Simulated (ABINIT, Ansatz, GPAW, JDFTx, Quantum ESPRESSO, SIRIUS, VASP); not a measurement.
## One calculation of TaN, 7 ways

```
CELL_PARAMETERS angstrom
0.00000 2.21132 2.21132
2.21132 0.00000 2.21132
2.21132 2.21132 0.00000
ATOMIC_POSITIONS crystal
Ta 0.50000 0.50000 0.50000
N 0.00000 0.00000 0.00000
```

The cell comes from a database or a generator and needn't be the stable form of this composition.

Alike in all runs: task single point; functional PBEsol; k mesh 10 × 10 × 10; occupations fermi-dirac, width 0.05 eV; no spin polarisation; no spin-orbit coupling. A missing gap at this level doesn't show that the real crystal is a metal. Pressure is positive in compression and, in plane waves, holds the error of the finite cutoff.

| program and potentials | plane-wave cutoff (eV) | notes | band gap (eV) | pressure (GPa) |
| --- | --- | --- | --- | --- |
| JDFTx, PseudoDojo-SR-PBEsol-0.4.1-standard with smoothed tails | 1143 | 9 valence electrons an atom on average | no gap | -11.12 |
| GPAW, PAW data sets generated for this functional | 800 | 9 valence electrons an atom on average | ? | ? |
| SIRIUS, PseudoDojo 0.4.1 PBEsol standard (scalar relativistic) | 1152 | 9 valence electrons an atom on average | no gap | -11.13 |
| ABINIT, PseudoDojo NC SR PBEsol v0.4.1 standard | 1143 | 9 valence electrons an atom on average | no gap | -11.12 |
| Quantum ESPRESSO, GBRV 1.5 PBEsol | 762 | 9 valence electrons an atom on average | no gap | -10.78 |
| VASP, PBE PAW files N, Ta_pv, 520 eV | 520 | potentials made for PBE; 8 valence electrons an atom on average | no gap | -9.90 |
| Ansatz, all-electron LAPW, scalar-relativistic | - | - | no gap | -10.66 |

Q: Estimate from the other rows what the run with GPAW, PAW data sets generated for this functional gave.

A: No band gap; pressure -11.09 GPa. The other rows, which needn't bracket it: pressure -11.13 to -9.90.
